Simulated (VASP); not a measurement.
# BaS (Fm-3m) in VASP: settings compared, part 2 of 2

VASP 6.6.1.

**3. Single point, PBE**

Input file INCAR:

```
PREC = Accurate
ENCUT = 520
EDIFF = 1E-7
ISMEAR = 0
SIGMA = 0.01
LREAL = F
LASPH = T
NELM = 60
ALGO = Normal
ISIF = 2
LWAVE = F
LCHARG = F
GGA = PE
NBANDS = 15
```

Input file KPOINTS:

```
regular mesh
0
Gamma
  6 6 6
```

Input file POSCAR:

```
BaS
1.0
    0.0000000000      3.2119099264      3.2119099264
    3.2119099264      0.0000000000      3.2119099264
    3.2119099264      3.2119099264      0.0000000000
Ba S
1 1
Direct
    0.0000000000      0.0000000000      0.0000000000
    0.5000000000      0.5000000000      0.5000000000
```

Potentials or basis: VASP PAW PBE potentials, release 64 (Ba_sv, S).

The run is started by

```sh
$ cat potpaw_PBE.64/Ba_sv/POTCAR potpaw_PBE.64/S/POTCAR > POTCAR
$ mpirun -np 1 vasp_std > vasp.out
```

Wall time 24 s (1 thread of Intel Xeon 6975P-C, shared host); peak memory 0.2 GiB.

The run converged. Its results:

* Free energy: -10.1919 eV
* Pressure: 0.6 GPa
* Band gap on the k mesh: 2.13 eV, indirect (least direct gap 2.28 eV)

Levels at points of the mesh, in eV from the valence-band top:
```
           k point  band 4  band 5  band 6  band 7  band 8  band 9  band 10  band 11  band 12  band 13
(0.00, 0.00, 0.00)  -11.19  -10.33    0.00    0.00    0.00    3.52     3.87     3.87     3.87     4.77
(0.50, 0.00, 0.00)  -11.22   -9.17   -1.90   -1.05   -1.05    5.48     5.64     6.24     6.24     8.80
(0.50, 0.50, 0.00)  -11.37  -10.24   -0.54   -0.15   -0.15    2.13     5.89     5.92     7.40     7.40
```

Caveat: spin-orbit coupling is left out, which moves the levels of the heavy elements.

**4. Single point, r2SCAN**

POSCAR is that of step 3.

Input file INCAR.step1:

```
SYSTEM = BaS
  ALGO = Normal
  EDIFF = 1E-4
  ENCUT = 520
  GGA = PE
  ISMEAR = 0
  LASPH = .True.
  LCHARG = .False.
  LREAL = .False.
  LWAVE = .True.
  NBANDS = 15
  NELM = 60
  PREC = Accurate
  SIGMA = 0.01
```

Input file INCAR.step2:

```
SYSTEM = BaS
  ALGO = Normal
  EDIFF = 1E-6
  ENCUT = 520
  ISIF = 2
  ISMEAR = 0
  ISTART = 1
  LASPH = .True.
  LCHARG = .True.
  LELF = .True.
  LMIXTAU = .True.
  LREAL = .False.
  LVHAR = .True.
  LWAVE = .False.
  METAGGA = R2SCAN
  NBANDS = 15
  NELM = 60
  PREC = Accurate
  SIGMA = 0.01
```

Input file KPOINTS:

```
k-points
0
Gamma
  6 6 6
  0 0 0
```

Potentials or basis: VASP PAW PBE potentials, release 64 (Ba_sv, S).

The run is started by

```sh
$ cat potpaw_PBE.64/Ba_sv/POTCAR potpaw_PBE.64/S/POTCAR > POTCAR
$ cp INCAR.step1 INCAR
$ mpirun -np 1 vasp_std > vasp.out
$ cp INCAR.step2 INCAR
$ mpirun -np 1 vasp_std > vasp.out
```

OUTCAR:

```text
SYSTEM = BaS
   EDIFF = 1E-6
   ENCUT = 520
   ISIF = 2
   ISMEAR = 0
   ISTART = 1
   LASPH = .True.
   LREAL = .False.
   METAGGA = R2SCAN
   NELM = 60
   PREC = Accurate

 ion  position               nearest neighbor table
   1  0.000  0.000  0.000-   2 3.21   2 3.21   2 3.21   2 3.21   2 3.21   2 3.21
   2  0.500  0.500  0.500-   1 3.21   1 3.21   1 3.21   1 3.21   1 3.21   1 3.21

  LATTYP: Found a face centered cubic cell.
 ALAT       =     6.4238198528

  Lattice vectors:

 A1 = (   0.0000000000,   3.2119099264,   3.2119099264)
 A2 = (   3.2119099264,   0.0000000000,   3.2119099264)
 A3 = (   3.2119099264,   3.2119099264,   0.0000000000)

Analysis of symmetry for initial positions (statically):
=====================================================================
 Subroutine PRICEL returns:
 Original cell was already a primitive cell.

 Routine SETGRP: Setting up the symmetry group for a
 face centered cubic supercell.

 Subroutine GETGRP returns: Found 48 space group operations
 (whereof 48 operations were pure point group operations)
 out of a pool of 48 trial point group operations.

The static configuration has the point symmetry O_h .

[... 166 lines left out ...]
      6       1.1320      2.00000
      7       1.1320      2.00000
      8       1.1320      2.00000
      9       5.2651      0.00000
     10       5.4362      0.00000
     11       5.4362      0.00000
     12       5.4362      0.00000
     13       6.4567      0.00000
     14       6.4567      0.00000
[... 257 lines left out ...]
      2     -10.8450      2.00000
      3     -10.7606      2.00000
      4     -10.6224      2.00000
      5      -9.1137      2.00000
      6       0.2604      2.00000
      7       0.5911      2.00000
      8       0.7501      2.00000
      9       4.7203      0.00000
     10       7.0998      0.00000
     11       7.8807      0.00000
     12       8.6865      0.00000
     13       9.1046      0.00000
     14      10.1123      0.00000
     15      11.4695      0.00000

------------------------ aborting loop because EDIFF is reached ----------------------------------------

  FORCE on cell =-STRESS in cart. coord.  units (eV):
  Direction    XX          YY          ZZ          XY          YZ          ZX
  --------------------------------------------------------------------------------------
  -------------------------------------------------------------------------------------
  Total        0.2413443      0.2413443      0.2413443     -0.0000000      0.0000000     -0.0000000
  in kB        5.8348217      5.8348217      5.8348217     -0.0000000      0.0000000     -0.0000000
  external PRESSURE =       5.8348217 kB  Pullay stress =       0.0000000 kB

 VOLUME and BASIS-vectors are now :
 -----------------------------------------------------------------------------
  energy-cutoff  :      520.00
  volume of cell :       66.27
      direct lattice vectors                 reciprocal lattice vectors
     0.000000000  3.211909926  3.211909926    -0.155670617  0.155670617  0.155670617
     3.211909926  0.000000000  3.211909926     0.155670617 -0.155670617  0.155670617
     3.211909926  3.211909926  0.000000000     0.155670617  0.155670617 -0.155670617

 POSITION                                       TOTAL-FORCE (eV/Angst)
 -----------------------------------------------------------------------------------
      0.00000      0.00000      0.00000        -0.000000      0.000000      0.000000
      3.21191      3.21191      3.21191         0.000000     -0.000000     -0.000000
 -----------------------------------------------------------------------------------
    total drift:                                0.000000      0.000000      0.000000

  FREE ENERGIE OF THE ION-ELECTRON SYSTEM (eV)
  ---------------------------------------------------
  free  energy   TOTEN  =       -39.2053074568 eV

  energy  without entropy=      -39.2053074568  energy(sigma->0) =      -39.20530746
```

Run time: 75 s. Hardware: 1 thread of Intel Xeon 6975P-C, shared host; peak memory 0.21 GiB.

Results:

| Item | Value |
| --- | --- |
| Free energy | -39.2053 eV |
| Pressure | 0.6 GPa |
| Band gap on the k mesh | 2.49 eV, indirect (least direct gap 2.63 eV) |

Caveat: the PAW data sets were made with another functional, which shifts forces and pressure a little; spin-orbit coupling is left out, which moves the levels of the heavy elements.

**5. Single point, r2SCAN**

POSCAR is that of step 4.

Input file INCAR.step1:

```
PREC = Accurate ; ENCUT = 520
ISMEAR = 0 ; SIGMA = 0.01
LREAL = False ; LASPH = True
NELM = 100 ; NBANDS = 15
GGA = PE ; ALGO = Normal
EDIFF = 1E-4 ; LWAVE = True
LCHARG = False
```

Input file INCAR.step2:

```
PREC = Accurate ; ENCUT = 520
EDIFF = 1E-6 ; ISMEAR = 0
SIGMA = 0.01 ; LREAL = False
LASPH = True ; NELM = 100
ALGO = Normal ; ISIF = 2
LWAVE = False ; LCHARG = True
METAGGA = R2SCAN ; LMIXTAU = True
LELF = True ; LVHAR = True
NBANDS = 15 ; ISTART = 1
```

Input file KPOINTS:

```
Automatic mesh
0
Gamma
  6 6 6
```

The run is started by

```sh
$ cat potpaw_PBE.64/Ba_sv/POTCAR potpaw_PBE.64/S/POTCAR > POTCAR
$ cp INCAR.step1 INCAR
$ mpirun -np 1 vasp_std > vasp.out
$ cp INCAR.step2 INCAR
$ mpirun -np 1 vasp_std > vasp.out
```

Run time: 75 s. Hardware: 1 thread of Intel Xeon 6975P-C, shared host; peak memory 0.22 GiB.

Results (log left out):

```yaml
Free_energy: -39.2053 eV
Pressure: 0.6 GPa
Band_gap_on_the_k_mesh: 2.49 eV, indirect (least direct gap 2.63 eV)
```

Levels at points of the mesh, in eV from the valence-band top:
```csv
k point,band 6,band 7,band 8,band 9,band 10,band 11
"(0.00, 0.00, 0.00)",0.00,0.00,0.00,4.13,4.30,4.30
"(0.50, 0.00, 0.00)",-1.88,-1.05,-1.05,5.98,6.08,6.79
"(0.50, 0.50, 0.00)",-0.54,-0.14,-0.14,2.49,6.48,6.62
```

Caveat: the PAW data sets were made with another functional, which shifts forces and pressure a little; spin-orbit coupling is left out, which moves the levels of the heavy elements.

**6. How close it comes**

Step 2. A measured gap of BaS is 3.806 eV (indirect; 2 K; a printed reference work, monograph, original work of 1988); the calculated 2.13 eV misses it by -1.67 eV. Spin-orbit coupling on Ba is left out. The value is that of PBE on a finite k mesh, which can miss the band edges, without temperature or zero-point motion. Semilocal functionals fall short of measured gaps as a rule.

Step 3. A measured gap of BaS is 3.806 eV (indirect; 2 K; a printed reference work, monograph, original work of 1988); the calculated 2.13 eV misses it by -1.67 eV. Spin-orbit coupling on Ba is left out. The value is that of PBE on a finite k mesh, which can miss the band edges, without temperature or zero-point motion. Semilocal functionals fall short of measured gaps as a rule.

Step 4. Measured gap of BaS: 3.806 eV (indirect; 2 K; a printed reference work, monograph, original work of 1988). This calculation gives 2.49 eV (-1.31 eV). Spin-orbit coupling on Ba is left out. The value is that of r2SCAN on a finite k mesh, which can miss the band edges, without temperature or zero-point motion.

Step 5. Measured gap of BaS: 3.806 eV (indirect; 2 K; a printed reference work, monograph, original work of 1988). This calculation gives 2.49 eV (-1.31 eV). Spin-orbit coupling on Ba is left out. The value is that of r2SCAN on a finite k mesh, which can miss the band edges, without temperature or zero-point motion.
